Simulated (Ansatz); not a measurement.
Structure: PbTe (rocksalt), at its r2SCAN minimum. The symmetry is Fm-3m (No. 225, cubic); conventional cell a = 6.536 Å, 34.90 Å³ an atom. Pb has 6 Te at 3.27 Å; Te has 6 Pb at 3.27 Å.

4 runs of the plane-wave code Ansatz on this cell differ in the functional (and in the settings that go with it). Levels are in eV from each run's valence top; v1 is the last filled band, c1 the first empty one.

Run A, mean stress 0.0 GPa (compression positive):
```
point      v5     v3     v1    c1    c2    c3
    Γ  -12.22  -1.36  -1.36  4.31  4.31  4.31
    X  -10.57  -4.41  -2.77  3.74  5.70  5.70
    U  -10.48  -4.04  -2.02  3.84  3.97  5.54
    L  -10.81  -0.91   0.00  1.09  1.51  1.51
```

Run B, mean stress -0.3 GPa (compression positive):
```
point      v5     v3     v1    c1    c2    c3
    Γ  -13.14  -1.52  -1.52  5.35  5.35  5.35
    X  -11.36  -4.94  -3.08  4.45  6.80  6.80
    U  -11.27  -4.53  -2.24  4.73  4.94  6.38
    L  -11.62  -1.01   0.00  1.74  2.28  2.28
```

Run C, mean stress -0.3 GPa (compression positive):
```
point      v5     v3     v1    c1    c2    c3
    Γ  -13.00  -1.44  -1.44  4.71  4.71  4.71
    X  -11.23  -4.78  -2.97  3.85  6.13  6.13
    U  -11.14  -4.37  -2.16  4.11  4.32  5.76
    L  -11.49  -0.99   0.00  1.20  1.73  1.73
```

Run D, mean stress +0.6 GPa (compression positive):
```
point      v5     v3     v1    c1    c2    c3
    Γ  -11.74  -1.22  -1.22  4.04  4.04  4.04
    X  -10.18  -4.23  -2.61  3.45  5.35  5.35
    U  -10.10  -3.87  -1.94  3.55  3.74  5.19
    L  -10.40  -0.78   0.00  0.80  1.36  1.36
```

Question: Match the runs to PBE, r2SCAN, HSE06, PBE0.

Answer: A is r2SCAN, B is PBE0, C is HSE06, D is PBE. In order of the gap: PBE 0.80, r2SCAN 1.09, HSE06 1.20, PBE0 1.74 eV.

The values are computed, spin-unpolarised, and not measurements.

Spin-orbit coupling is left out; in compounds of Pb, Bi, Tl or Hg it can lower a gap by up to about 1 eV, split its edges or invert the bands.

The program warns that its thresholds are loose for a hybrid's stress.
